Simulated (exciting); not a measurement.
# MnO (Fm-3m) in exciting: single point with PBEsol

Aim: the single point of MnO with PBEsol.

Program: exciting (release sodium). These are calculated values, not measurements. Logs are shortened: lines on timing, memory, paths and dates and some standing lists are left out, and cuts for length are marked.

### 1 The structure

Symmetry: Fm-3m, No. 225, cubic system. Conventional cell: a = 4.448 Å, b = 4.448 Å, c = 4.448 Å, α = 90.00°, β = 90.00°, γ = 90.00°. Mn (site symmetry m-3m) is surrounded by 6 O at 2.22 Å. O (site symmetry m-3m) has 6 Mn at 2.22 Å as nearest neighbours.

The cell is a database's computed one.

### 2 Single point, PBEsol, collinear spin, ferromagnetic start

The input, input.xml:

```xml
<input>
  <title>MnO</title>
  <structure speciespath="./" tshift="false">
    <crystal scale="1">
      <basevect>0.000000000000 5.943340652620 0.000000000000</basevect>
      <basevect>-4.852717322082 2.971670326310 1.715694662759</basevect>
      <basevect>0.000000000000 2.971670326310 5.147083988466</basevect>
    </crystal>
    <species speciesfile="Mn.xml" rmt="2">
      <atom coord="0.000000000000 0.000000000000 0.000000000000" bfcmt="0 0 -8"/>
    </species>
    <species speciesfile="O.xml" rmt="1.45">
      <atom coord="0.500000000000 0.500000000000 0.500000000000" bfcmt="0 0 0"/>
    </species>
  </structure>
  <groundstate do="fromscratch" ngridk="10 10 10" rgkmax="7.5" gmaxvr="14" lmaxapw="10" lmaxmat="10" lmaxvr="8" xctype="GGA_PBE_SOL" stype="Gaussian" swidth="0.00367493" nempty="24" ValenceRelativity="iora*" epsengy="1e-05" epspot="1e-05" maxscl="90" tforce="true" outputlevel="normal">
    <spin reducebf="0.5"/>
  </groundstate>
  <properties>
    <chargedensityplot>
      <plot3d>
        <box grid="16 16 16">
          <origin coord="0 0 0"/>
          <point coord="1 0 0"/>
          <point coord="0 1 0"/>
          <point coord="0 0 1"/>
        </box>
      </plot3d>
    </chargedensityplot>
    <elfplot>
      <plot3d>
        <box grid="16 16 16">
          <origin coord="0 0 0"/>
          <point coord="1 0 0"/>
          <point coord="0 1 0"/>
          <point coord="0 0 1"/>
        </box>
      </plot3d>
    </elfplot>
    <exccplot>
      <plot3d>
        <box grid="16 16 16">
          <origin coord="0 0 0"/>
          <point coord="1 0 0"/>
          <point coord="0 1 0"/>
          <point coord="0 0 1"/>
        </box>
      </plot3d>
    </exccplot>
  </properties>
</input>
```

Potentials or basis: all-electron LAPW+lo, shipped species files, valence relativity iora*.

Command:

```console
$ OMP_NUM_THREADS=1 exciting_smp
```

INFO.OUT:

```text
================================================================================
EXCITING SODIUM started
[... 10 lines left out ...]

 Lattice vectors (cartesian) :
      0.0000000000      5.9433406526      0.0000000000
     -4.8527173221      2.9716703263      1.7156946628
      0.0000000000      2.9716703263      5.1470839885

 Reciprocal lattice vectors (cartesian) :
      0.4315922324      1.0571807464     -0.6103635885
     -1.2947766973      0.0000000000      0.0000000000
      0.4315922324     -0.0000000000      1.2207271770

 Unit cell volume                           :     148.4488617849
 Brillouin zone volume                      :       1.6709472236

 Species :    1 (Mn)
     parameters loaded from                 :    Mn.xml
     name                                   :    manganese
     nuclear charge                         :     -25.00000000
     electronic charge                      :      25.00000000
     atomic mass                            :  100145.93690000
     muffin-tin radius                      :       2.00000000
     # of radial points in muffin-tin       :     350

     atomic positions (lattice) :
       1 :   0.00000000  0.00000000  0.00000000

     magnetic fields (cartesian) :
       1 :   0.00000000  0.00000000 -8.00000000

 Species :    2 (O)
     parameters loaded from                 :    O.xml
     name                                   :    oxygen
     nuclear charge                         :      -8.00000000
     electronic charge                      :       8.00000000
     atomic mass                            :   29165.12203000
     muffin-tin radius                      :       1.45000000
     # of radial points in muffin-tin       :     250

     atomic positions (lattice) :
       1 :   0.50000000  0.50000000  0.50000000

     magnetic fields (cartesian) :
       1 :   0.00000000  0.00000000  0.00000000

 Total number of atoms per unit cell        :       2

 Spin treatment                             :    spin-polarised
 Global magnetic field (cartesian) :        0.00000000   0.00000000   0.00000000
 collinear magnetisation in z-direction

 Number of Bravais lattice symmetries       :      48
 Number of crystal symmetries               :      48

 k-point grid                               :      10   10   10
 Total number of k-points                   :      47
 k-point set is reduced with crystal symmetries

 R^MT_min * |G+k|_max (rgkmax)              :       7.50000000
 Species with R^MT_min                      :       2 (O)
 Maximum |G+k| for APW functions            :       5.17241379
 Maximum |G| for potential and density      :      14.00000000

 G-vector grid sizes                        :      27    27    27
 Total number of G-vectors                  :    6855

 Maximum angular momentum used for
     APW functions                          :      10
     computing H and O matrix elements      :      10
     potential and density                  :       8
     inner part of muffin-tin               :       2

 Total nuclear charge                       :     -33.00000000
 Total electronic charge                    :      33.00000000
 Total core charge                          :      12.00000000
 Total valence charge                       :      21.00000000

 Number of empty states                     :      24
 Total number of valence states             :      70

 Maximum Hamiltonian size                   :     377
 Maximum number of plane-waves              :     360
 Total number of local-orbitals             :      17

 Exchange-correlation type                  :      22
     PBEsol, Phys. Rev. Lett. 100, 136406 (2008)
     Generalised gradient approximation (GGA)

 Smearing scheme                            :    Gaussian
 Smearing width                             :       0.00367493

 Using multisecant Broyden potential mixing
[... 16 lines left out ...]
+ SCF iteration number :    1                                                  +
++++++++++++++++++++++++++++++++++++++++++++++++++++++++++++++++++++++++++++++++
 Total energy                               :     -1232.92883262
 _______________________________________________________________
 Fermi energy                               :         0.29233843
 Kinetic energy                             :      1246.40946507
 Coulomb energy                             :     -2419.81044737
 Exchange energy                            :       -57.92401584
 Correlation energy                         :        -1.60383449
 No external B-field energy in total energy

 DOS at Fermi energy (states/Ha/cell)       :        60.30004774

 Electron charges :
     core                                   :        12.00000000
     core leakage                           :         0.00000070
     valence                                :        21.00000000
     interstitial                           :         3.44370008
     charge in muffin-tin spheres :
                  atom     1    Mn          :        22.64421950
                  atom     2     O          :         6.91208042
     total charge in muffin-tins            :        29.55629992
     total charge                           :        33.00000000

 Moments :
     interstitial                           :         0.29993938
     moment in muffin-tin spheres :
                  atom     1    Mn          :         2.94769379
                  atom     2     O          :         0.07952087
     total moment in muffin-tins            :         3.02721466
     total moment                           :         3.32715404

++++++++++++++++++++++++++++++++++++++++++++++++++++++++++++++++++++++++++++++++
+ SCF iteration number :    2                                                  +
++++++++++++++++++++++++++++++++++++++++++++++++++++++++++++++++++++++++++++++++
 Total energy                               :     -1234.72288388
 _______________________________________________________________
 Fermi energy                               :         0.28718185
 Kinetic energy                             :      1244.91607480
 Coulomb energy                             :     -2420.15649960
 Exchange energy                            :       -57.87266371
 Correlation energy                         :        -1.60979537
 No external B-field energy in total energy
[... 749 lines left out ...]
++++++++++++++++++++++++++++++++++++++++++++++++++++++++++++++++++++++++++++++++
+ SCF iteration number :   22                                                  +
++++++++++++++++++++++++++++++++++++++++++++++++++++++++++++++++++++++++++++++++
 Total energy                               :     -1232.57533630
 _______________________________________________________________
 Fermi energy                               :         0.31864971
 Kinetic energy                             :      1246.54100362
 Coulomb energy                             :     -2419.57449815
 Exchange energy                            :       -57.94522035
 Correlation energy                         :        -1.59662141
 No external B-field energy in total energy

 DOS at Fermi energy (states/Ha/cell)       :        32.11362170

 Electron charges :
     core                                   :        12.00000000
     core leakage                           :         0.00000071
     valence                                :        21.00000000
     interstitial                           :         3.58063145
     charge in muffin-tin spheres :
                  atom     1    Mn          :        22.80539689
                  atom     2     O          :         6.61397166
     total charge in muffin-tins            :        29.41936855
     total charge                           :        33.00000000

 Moments :
     interstitial                           :         0.45176406
     moment in muffin-tin spheres :
                  atom     1    Mn          :         4.12346202
                  atom     2     O          :         0.19255902
     total moment in muffin-tins            :         4.31602105
     total moment                           :         4.76778510

 RMS change in effective potential (target) :  0.757175E-06  ( 0.100000E-04)
 Absolute change in total energy   (target) :  0.644664E-05  ( 0.100000E-04)
 Charge distance                   (target) :  0.356721E-07  ( 0.100000E-04)
 Abs. change in max-nonIBS-force   (target) :   0.00000      ( 0.500000E-04)

++++++++++++++++++++++++++++++++++++++++++++++++++++++++++++++++++++++++++++++++
| Convergency criteria checked for the last 2 iterations                       +
| Convergence targets achieved. Performing final SCF iteration                 +
++++++++++++++++++++++++++++++++++++++++++++++++++++++++++++++++++++++++++++++++
 Total energy                               :     -1232.57533445
 _______________________________________________________________
 Fermi energy                               :         0.31864974
 Kinetic energy                             :      1246.54100369
 Coulomb energy                             :     -2419.57449656
 Exchange energy                            :       -57.94522016
 Correlation energy                         :        -1.59662142
 No external B-field energy in total energy

 DOS at Fermi energy (states/Ha/cell)       :        32.11369031

 Electron charges :
     core                                   :        12.00000000
     core leakage                           :         0.00000071
     valence                                :        21.00000000
     interstitial                           :         3.58063160
     charge in muffin-tin spheres :
                  atom     1    Mn          :        22.80539702
                  atom     2     O          :         6.61397139
     total charge in muffin-tins            :        29.41936840
     total charge                           :        33.00000000

 Moments :
     interstitial                           :         0.45176402
     moment in muffin-tin spheres :
                  atom     1    Mn          :         4.12346179
                  atom     2     O          :         0.19255904
     total moment in muffin-tins            :         4.31602083
     total moment                           :         4.76778486

++++++++++++++++++++++++++++++++++++++++++++++++++++++++++++++++++++++++++++++++
+ Self-consistent loop stopped                                                 +
++++++++++++++++++++++++++++++++++++++++++++++++++++++++++++++++++++++++++++++++
 STATE.OUT is written

--------------------------------------------------------------------------------
- Writing atomic positions and forces                                          -
--------------------------------------------------------------------------------

 Atomic positions (lattice) :
 atom     1  Mn  :     0.00000000    0.00000000    0.00000000
 atom     2   O  :     0.50000000    0.50000000    0.50000000

 Total atomic forces including IBS (cartesian) :
 atom     1  Mn  :     0.00000000    0.00000000   -0.00000000
 atom     2   O  :    -0.00000000   -0.00000000    0.00000000

 Atomic force components including IBS (cartesian) :
 atom     1  Mn  :    -0.00000000   -0.00000000    0.00000000   HF force
                 :    -0.00000000   -0.00000000   -0.00000000   core correction
                 :     0.00000000   -0.00000000   -0.00000000   IBS correction
 atom     2   O  :     0.00000000    0.00000000   -0.00000000   HF force
                 :     0.00000000    0.00000000    0.00000000   core correction
                 :    -0.00000000    0.00000000    0.00000000   IBS correction

********************************************************************************
[... 7 lines left out ...]
| EXCITING SODIUM stopped                                                      =
================================================================================
```

It took 2.5 min on 1 thread of Intel Xeon Platinum 8559C (Emerald Rapids), shared host; peak memory 0.16 GiB.

Results:

| Property | Result |
| --- | --- |
| Free energy | -33540.0894 eV |
| Band gap on the k mesh | none (metal or under the smearing width) |
| Net moment | 4.77 μB per cell |
| Site moments | Mn +4.12; O +0.19 μB |
| All electrons inside the program's atomic spheres | Mn 22.81; O 6.61 (radii Mn 2.0, O 1.45 bohr) |
| Density of states at the Fermi level | 1.18 states/eV per cell |

Levels at points of the mesh, in eV from the Fermi level:
Spin up:
```
           k point  band 9  band 10  band 11  band 12  band 13  band 14  band 15  band 16  band 17  band 18
(0.00, 0.00, 0.00)   -3.22    -3.22    -3.22    -2.69    -2.69    -0.59    13.81    16.39    16.39    16.40
(0.50, 0.00, 0.00)   -2.31    -2.31    -1.87     0.23     0.23     3.36     7.69    11.71    11.71    18.50
(0.50, 0.50, 0.00)   -4.24    -2.26    -2.03    -2.03    -1.91     4.91     7.73    10.39    13.53    13.53
```
Spin down:
| k point | band 4 | band 5 | band 6 | band 7 | band 8 | band 9 | band 10 | band 11 | band 12 | band 13 |
| --- | --- | --- | --- | --- | --- | --- | --- | --- | --- | --- |
| (0.00, 0.00, 0.00) | -45.62 | -19.72 | -3.33 | -3.33 | -3.33 | 0.69 | 0.69 | 0.69 | 0.70 | 1.33 |
| (0.50, 0.00, 0.00) | -45.63 | -18.75 | -7.38 | -4.83 | -4.83 | 1.88 | 1.92 | 1.92 | 3.61 | 3.61 |
| (0.50, 0.50, 0.00) | -45.65 | -18.78 | -6.42 | -4.32 | -4.32 | -0.90 | 1.92 | 2.12 | 2.36 | 2.36 |

Caveat: the log's total energy holds no entropy term; the free energy is that total less TS from the occupations; a cell with one magnetic atom can't hold antiferromagnetic order, which such compounds often take; semilocal functionals often make such compounds metallic where correlation or magnetic order opens a gap, which also shifts bond lengths. With open d or f shells a metallic result of PBEsol can be an artefact of self-interaction; +U or a hybrid may open a gap.

### 3 For comparison

An earlier run on the cell as given: functional PBEsol; potentials or basis all-electron LAPW+lo, shipped species files, valence relativity iora*; rgkmax 7.5; k mesh 10 × 10 × 10; occupations fermi-dirac, width 0.05 eV; collinear spin, ferromagnetic start.

* Band gap on the k mesh: none (metal or under the smearing width)
* Net moment: 4.76 μB per cell
* Site moments: Mn +4.12; O +0.19 μB
* All electrons inside the program's atomic spheres: Mn 22.81; O 6.61 (radii Mn 2.0, O 1.45 bohr)
